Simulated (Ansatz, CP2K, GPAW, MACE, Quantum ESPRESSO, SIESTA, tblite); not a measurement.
# Generalised stacking fault on (110) of a KCl-RbCl solid solution (80 atoms) in CP2K, part 2 of 3

Aim: run generalised stacking fault on (110) of a KCl-RbCl solid solution (80 atoms) in CP2K and see how near its forces come to a plane-wave reference, and at what cost.

Program: CP2K 2026.2; the method stands at each step. Banners, paths, timers and routine set-up lines are dropped from the logs unmarked, and long logs keep their key lines alone; longer cuts are marked.

So far. Step 2 (PBE, DZVP-MOLOPT-SR, 600/50 Ry, diagonalisation): Forces lie 7.3 % from the reference's, at 0.37 times its CPU time. Step 3 (PBE, TZVP-MOLOPT (SR for Rb, K), 600/50 Ry …): Against the first run (7.3 %), the force difference from the reference is 5.2 %, at 1.2 times the CPU time, with 1400 basis functions against 1080: the larger basis brings the forces nearer.

**4. PBE, SZV-MOLOPT-SR, 600/50 Ry, diagonalisation**

Method: Kohn-Sham DFT, PBE, GTH-PBE pseudopotentials, Gaussian and plane waves, SZV-MOLOPT-SR-GTH, diagonalisation.

input.inp reads:

```
&GLOBAL
  PROJECT cell
  RUN_TYPE ENERGY_FORCE
  PRINT_LEVEL LOW
&END GLOBAL
&FORCE_EVAL
  METHOD QS
  STRESS_TENSOR ANALYTICAL
  &DFT
    BASIS_SET_FILE_NAME BASIS_MOLOPT
    POTENTIAL_FILE_NAME GTH_POTENTIALS
    &MGRID
      CUTOFF 600
      REL_CUTOFF 50
      NGRIDS 5
    &END MGRID
    &QS
      EPS_DEFAULT 1.0E-12
    &END QS
    &SCF
      SCF_GUESS ATOMIC
      EPS_SCF 1.0E-06
      MAX_SCF 200
      ADDED_MOS 40
      &DIAGONALIZATION
        ALGORITHM STANDARD
      &END DIAGONALIZATION
      &SMEAR ON
        METHOD FERMI_DIRAC
        ELECTRONIC_TEMPERATURE [K] 580
      &END SMEAR
      &MIXING
        METHOD BROYDEN_MIXING
        ALPHA 0.15
        NBROYDEN 8
      &END MIXING
      &PRINT
        &RESTART OFF
        &END RESTART
      &END PRINT
    &END SCF
    &XC
      &XC_FUNCTIONAL PBE
      &END XC_FUNCTIONAL
    &END XC
    &PRINT
      &MULLIKEN ON
      &END MULLIKEN
      &LOWDIN ON
      &END LOWDIN
      &MO ON
        EIGENVALUES T
        OCCUPATION_NUMBERS T
        MO_INDEX_RANGE 309 332
        &EACH
          QS_SCF 0
        &END EACH
        ADD_LAST NUMERIC
      &END MO
    &END PRINT
  &END DFT
  &SUBSYS
    &CELL
      A 7.33940 0.00000 0.00000
      B 0.00000 10.37948 0.00000
      C 3.36387 0.00000 26.04870
    &END CELL
    &COORD
      SCALED
[... 80 atom lines left out: the same atoms as in the first run ...]
    &END COORD
    &KIND Rb
      BASIS_SET SZV-MOLOPT-SR-GTH-q9
      POTENTIAL GTH-PBE-q9
    &END KIND
    &KIND Cl
      BASIS_SET SZV-MOLOPT-SR-GTH-q7
      POTENTIAL GTH-PBE-q7
    &END KIND
    &KIND K
      BASIS_SET SZV-MOLOPT-SR-GTH-q9
      POTENTIAL GTH-PBE-q9
    &END KIND
  &END SUBSYS
  &PRINT
    &FORCES ON
    &END FORCES
    &STRESS_TENSOR ON
    &END STRESS_TENSOR
  &END PRINT
&END FORCE_EVAL
```

Started as:

```sh
OMP_NUM_THREADS=1 cp2k.psmp -i input.inp > output.txt
```

Numbers of over 12 decimals in the logs are rounded to 6 here.

What it wrote:

```text
CP2K| version string:                                       CP2K version 2026.2
 CP2K| Input file name                                                 input.inp
 GLOBAL| Basis set file name                                        BASIS_MOLOPT
 GLOBAL| Potential file name                                      GTH_POTENTIALS
 GLOBAL| Run type                                                   ENERGY_FORCE
 GLOBAL| Total number of message passing processes                             1
 GLOBAL| Number of threads for this process                                    1
[... lines left out ...]
                        Smear method:                                FERMI_DIRAC
[... lines left out ...]
 Number of electrons:                                                        640
[... lines left out ...]
  Step     Update method      Time    Convergence         Total energy    Change
[... lines left out ...]
  *** SCF run converged in    23 steps ***
[... lines left out ...]
  Fermi energy:                                                 0.281570
  Total energy:                                             -1677.679958
  Total energy (extrapolated to T->0):                      -1677.679958
[... lines left out ...]
 MO| E(Fermi):            0.281570 a.u.          7.661913 eV
[... lines left out ...]
      79     Rb       1          8.351780                              0.648220
      80     Cl       2          7.625736                             -0.625736
 # Total charge                            640.000000                 -0.000000
 ENERGY| Total FORCE_EVAL ( QS ) energy [hartree]          -1677.679967
 FORCES| Atomic forces [hartree/bohr]
 FORCES|   Atom     x               y               z               |f|
 FORCES|      1  1.62528432E-03 -1.91348101E-03  4.97286986E-03   5.57067261E-03
 FORCES|      2 -4.14892682E-03 -2.63100002E-03 -5.15514719E-03   7.12118652E-03
 FORCES|      3 -2.32786959E-03 -1.21940539E-04  1.78702251E-03   2.93722586E-03
[...]
FORCES|     79 -3.47190306E-03  2.43194313E-03  1.41307579E-03   4.46824814E-03
 FORCES|     80 -1.14580028E-03 -4.82952809E-03  4.31166916E-03   6.57477686E-03
 FORCES| Sum     1.23931304E-05  1.20647392E-05 -2.35158839E-05
 FORCES| Total atomic force                                       2.91915127E-05
 STRESS| Analytical stress tensor [bar]
 STRESS|                        x                   y                   z
 STRESS|      x        1.12357044736E+05  -7.78509959105E+01   1.42868953145E+03
 STRESS|      y       -7.78509959105E+01   7.80632170160E+04  -6.97073079708E+01
 STRESS|      z        1.42868953145E+03  -6.97073079708E+01   7.72231094531E+04
 STRESS| 1/3 Trace                                             8.92144570683E+04
```

The job ended after 6.7 min (1 thread of Arm Neoverse V2, shared host; peak memory 5.1 GiB).

Against the reference:

| Property | Result |
| --- | --- |
| r.m.s. force component | 0.1598 eV/Å |
| r.m.s. difference of force components | 49.07 meV/Å |
| longest difference of force vectors | 168 meV/Å |
| force difference over r.m.s. force | 43.58 % |
| slope of forces against the reference's | 1.412 |
| correlation of force components | 0.995 |
| gap (highest filled to lowest empty level) | 4.672 eV |
| gap difference | -0.8589 eV |
| pressure | 8.921 GPa |
| pressure difference | 3.544 GPa |

This is a coarse setting, run to see what it loses.

Against the first run (7.3 %), the force difference from the reference is 44 %, at 0.63 times the CPU time (on 1 against 4 cores), with 360 basis functions against 1080: the smaller basis costs accuracy.

**5. PBE, TZVP-UZH, 600/50 Ry, diagonalisation**

Method: Kohn-Sham DFT, PBE, GTH-PBE pseudopotentials, Gaussian and plane waves, TZVP-MOLOPT (UZH set), diagonalisation.

input.inp: that of step 4 with these lines changed.

```diff
@@ -9,4 +9,4 @@
   &DFT
-    BASIS_SET_FILE_NAME BASIS_MOLOPT
-    POTENTIAL_FILE_NAME GTH_POTENTIALS
+    BASIS_SET_FILE_NAME BASIS_MOLOPT_UZH
+    POTENTIAL_FILE_NAME POTENTIAL_UZH
     &MGRID
@@ -23,3 +23,3 @@
       MAX_SCF 200
-      ADDED_MOS 40
+      ADDED_MOS 52
       &DIAGONALIZATION
@@ -68,7 +68,30 @@
     &COORD
-      SCALED
-[... 80 atom lines left out: the same atoms as in the first run ...]
+      Rb 7.32250 0.02543 25.91611
+      Cl 1.84301 10.36910 2.59341
+      K 3.67618 0.00270 25.96587
+      Cl 5.52785 10.36381 2.62597
+      K 7.31918 5.18860 25.90856
+      Cl 1.85726 5.19991 2.57934
+      K 3.67137 5.19275 25.90074
+      Cl 5.54156 5.16109 2.60200
+      K 7.34536 2.61822 2.55876
+      Cl 1.85132 2.56913 5.15452
+      Rb 3.67303 2.60297 2.57596
+      Cl 5.51974 2.59964 5.14514
+      K 7.33627 0.03052 5.17093
+      Cl 1.83114 10.37906 7.76720
+      Rb 3.66154 0.01837 5.16442
+      Cl 5.51134 10.35665 7.78544
+      K 7.34883 7.75866 2.61633
+      Cl 1.80887 7.77537 5.19125
+      K 3.67336 7.77672 2.60747
+      Cl 5.55561 7.80246 5.17510
+[... 56 atom lines left out ...]
+      K 7.34904 7.77361 23.32765
+      Cl 9.17374 7.80900 25.96456
+      Rb 3.70907 7.77984 23.33338
+      Cl 5.51391 7.81077 25.93930
     &END COORD
     &KIND Rb
-      BASIS_SET SZV-MOLOPT-SR-GTH-q9
+      BASIS_SET TZVP-MOLOPT-PBE-GTH-q9
       POTENTIAL GTH-PBE-q9
@@ -76,3 +99,3 @@
     &KIND Cl
-      BASIS_SET SZV-MOLOPT-SR-GTH-q7
+      BASIS_SET TZVP-MOLOPT-PBE-GTH-q7
       POTENTIAL GTH-PBE-q7
@@ -80,3 +103,3 @@
     &KIND K
-      BASIS_SET SZV-MOLOPT-SR-GTH-q9
+      BASIS_SET TZVP-MOLOPT-PBE-GTH-q9
       POTENTIAL GTH-PBE-q9
```

Started as:

```sh
OMP_NUM_THREADS=1 mpirun -np 4 cp2k.psmp -i input.inp > output.txt
```

What it wrote:

```text
CP2K| version string:                                       CP2K version 2026.2
 CP2K| Input file name                                                 input.inp
 GLOBAL| Basis set file name                                    BASIS_MOLOPT_UZH
 GLOBAL| Potential file name                                       POTENTIAL_UZH
[... lines left out ...]
 Number of electrons:                                                        640
[... lines left out ...]
  Step     Update method      Time    Convergence         Total energy    Change
[... lines left out ...]
  *** SCF run converged in    19 steps ***
[... lines left out ...]
  Fermi energy:                                                 0.235173
  Total energy:                                             -1680.054466
  Total energy (extrapolated to T->0):                      -1680.054466
[... lines left out ...]
 MO| E(Fermi):            0.235173 a.u.          6.399390 eV
[... lines left out ...]
 ENERGY| Total FORCE_EVAL ( QS ) energy [hartree]          -1680.054447
[... lines left out ...]
 FORCES|      1  8.01167889E-04 -1.19534546E-03  3.43994228E-03   3.72879654E-03
 FORCES|      2 -3.70870289E-03 -2.16127088E-03 -3.99192923E-03   5.86183145E-03
 FORCES|      3 -2.00056206E-03 -3.00065350E-04  1.00392915E-03   2.25835372E-03
[...]
FORCES|     79 -2.65561214E-03  1.32200556E-03  1.12278466E-03   3.17184803E-03
 FORCES|     80 -8.62189310E-04 -3.67819950E-03  3.29447705E-03   5.01259424E-03
 FORCES| Sum     1.80338541E-05  1.11518747E-05 -2.14354450E-05
 FORCES| Total atomic force                                       3.01506634E-05
 STRESS| Analytical stress tensor [bar]
 STRESS|                        x                   y                   z
 STRESS|      x        7.38383535748E+04  -5.00602221500E+01   1.25386696184E+03
 STRESS|      y       -5.00602221500E+01   5.03714580924E+04  -3.97254471738E+01
 STRESS|      z        1.25386696184E+03  -3.97254471738E+01   4.79176271257E+04
 STRESS| 1/3 Trace                                             5.73758129310E+04
```

The job ended after 3.1 min (4 MPI ranks; peak memory 7.5 GiB).

Compared with the plane-wave run:

```yaml
r_m_s_force_component: 0.1225 eV/Å
r_m_s_difference_of_force_components: 10.24 meV/Å
longest_difference_of_force_vectors: 34.31 meV/Å
force_difference_over_r_m_s_force: 9.096 %
slope_of_forces_against_the_reference_s: 1.088
correlation_of_force_components: 0.9998
spacing_of_highest_filled_and_lowest_empty_level: 5.509 eV
gap_difference: -0.0221 eV
pressure: 5.738 GPa
pressure_difference: 0.3599 GPa
```

Against the first run (7.3 %), the force difference from the reference is 9.1 %, at 1.2 times the CPU time, with 1400 basis functions against 1080; this set comes with other potentials too, so the change isn't the basis's alone.

**6. PBE, DZVP-MOLOPT-SR, 300/50 Ry, diagonalisation**

Method: Kohn-Sham DFT, PBE, GTH-PBE pseudopotentials, Gaussian and plane waves, DZVP-MOLOPT-SR-GTH, diagonalisation.

input.inp: that of step 5 with these lines changed.

```diff
@@ -9,8 +9,7 @@
   &DFT
-    BASIS_SET_FILE_NAME BASIS_MOLOPT_UZH
-    POTENTIAL_FILE_NAME POTENTIAL_UZH
+    BASIS_SET_FILE_NAME BASIS_MOLOPT
+    POTENTIAL_FILE_NAME GTH_POTENTIALS
     &MGRID
-      CUTOFF 600
+      CUTOFF 300
       REL_CUTOFF 50
-      NGRIDS 5
     &END MGRID
@@ -67,7 +66,8 @@
     &END CELL
-    &COORD
-[... 80 atom lines left out: the same atoms as in the first run ...]
-    &END COORD
+    &TOPOLOGY
+      COORD_FILE_NAME structure.xyz
+      COORD_FILE_FORMAT XYZ
+    &END TOPOLOGY
     &KIND Rb
-      BASIS_SET TZVP-MOLOPT-PBE-GTH-q9
+      BASIS_SET DZVP-MOLOPT-SR-GTH-q9
       POTENTIAL GTH-PBE-q9
@@ -75,3 +75,3 @@
     &KIND Cl
-      BASIS_SET TZVP-MOLOPT-PBE-GTH-q7
+      BASIS_SET DZVP-MOLOPT-SR-GTH-q7
       POTENTIAL GTH-PBE-q7
@@ -79,3 +79,3 @@
     &KIND K
-      BASIS_SET TZVP-MOLOPT-PBE-GTH-q9
+      BASIS_SET DZVP-MOLOPT-SR-GTH-q9
       POTENTIAL GTH-PBE-q9
```

structure.xyz reads:

```xyz
80

[... 80 atom lines left out: the same atoms as in the first run ...]
```

Started as:

```sh
OMP_NUM_THREADS=2 cp2k.psmp -i input.inp > output.txt
```

What it wrote:

```text
CP2K| version string:                                       CP2K version 2026.2
 CP2K| Input file name                                                 input.inp
 GLOBAL| Basis set file name                                        BASIS_MOLOPT
 GLOBAL| Potential file name                                      GTH_POTENTIALS
 GLOBAL| Run type                                                   ENERGY_FORCE
 GLOBAL| Total number of message passing processes                             1
 GLOBAL| Number of threads for this process                                    2
 TOTAL NUMBERS AND MAXIMUM NUMBERS
  Total number of            - Atomic kinds:                                   3
                             - Atoms:                                         80
[... lines left out ...]
                        Smear method:                                FERMI_DIRAC
[... lines left out ...]
 Number of electrons:                                                        640
[... lines left out ...]
  Step     Update method      Time    Convergence         Total energy    Change
[... lines left out ...]
  *** SCF run converged in    21 steps ***
[... lines left out ...]
  Fermi energy:                                                 0.236254
  Total energy:                                             -1680.315686
  Total energy (extrapolated to T->0):                      -1680.315686
[... lines left out ...]
 MO| E(Fermi):            0.236254 a.u.          6.428794 eV
[... lines left out ...]
       1     Rb       1          8.542069                              0.457931
       2     Cl       2          7.525361                             -0.525361
       3     K        3          8.442941                              0.557059
[...]
# Total charge                            640.000000                 -0.000000
 !-----------------------------------------------------------------------------!
 LOWDIN POPULATION ANALYSIS
 #  Atom  Element  Kind  Atomic population                           Net charge
[...]
79     Rb       1          9.050124                             -0.050124
      80     Cl       2          7.078651                             -0.078651
 # Total charge                            640.000000                 -0.000000
 ENERGY| Total FORCE_EVAL ( QS ) energy [hartree]          -1680.315693
 FORCES| Atomic forces [hartree/bohr]
 FORCES|   Atom     x               y               z               |f|
 FORCES|      1  7.79978302E-04 -1.28389773E-03  3.41908723E-03   3.73455714E-03
 FORCES|      2 -3.49825908E-03 -2.09134890E-03 -3.94642057E-03   5.67325234E-03
 FORCES|      3 -1.98115106E-03 -3.09514892E-04  9.90034523E-04   2.23627533E-03
[...]
FORCES|     79 -2.59077243E-03  1.37403809E-03  1.10111842E-03   3.13249808E-03
 FORCES|     80 -9.26730681E-04 -3.64091842E-03  3.22036402E-03   4.94831901E-03
 FORCES| Sum     1.26813364E-04 -6.47181137E-05 -3.57791830E-04
 FORCES| Total atomic force                                       3.85077988E-04
 STRESS| Analytical stress tensor [bar]
 STRESS|                        x                   y                   z
 STRESS|      x        7.44338084896E+04  -4.63483431858E+01   1.27253202298E+03
 STRESS|      y       -4.63483431858E+01   5.03706633427E+04  -6.58078064117E+01
 STRESS|      z        1.27253202298E+03  -6.58078064117E+01   4.76755723921E+04
 STRESS| 1/3 Trace                                             5.74933480748E+04
```

It took 4.6 min on 2 threads; peak memory 2.2 GiB; 8.8 min of CPU time.

Numbers from this run, and their distance from the reference:

| Quantity | Value |
| --- | --- |
| r.m.s. force component | 0.1205 eV/Å |
| r.m.s. difference of force components | 8.342 meV/Å |
| longest difference of force vectors | 28.03 meV/Å |
| force difference over r.m.s. force | 7.408 % |
| slope of forces against the reference's | 1.07 |
| correlation of force components | 0.9998 |
| gap (highest filled to lowest empty level) | 5.538 eV |
| gap difference | 0.007 eV |
| pressure | 5.749 GPa |
| pressure difference | 0.3716 GPa |
| energy less the same-level run's | -0.0095 meV/atom |
| r.m.s. force difference from the same-level run | 1.149 meV/Å |

This is a coarse setting, run to see what it loses.

Against the first run (7.3 %), the force difference from the reference is 7.4 %, at 0.82 times the CPU time (on 2 against 4 cores): the change moves forces by 1.1 meV/Å r.m.s., so most of the difference comes from elsewhere.

(Part 2 of 3 ends here.)

[Also dropped from logs without a mark: logging warnings of Python, and SIESTA's first energy breakdown and zero terms.]

[Logs are printed without paths, hosts, clocks, repeated set-up lines and the standing remarks that a program may print on its own settings, such as how far it seeks lower states.]

[Hosts, paths, dates, database ids (printed as entryN), source tags and the programs' standing remarks are cut or masked in the printed files.]
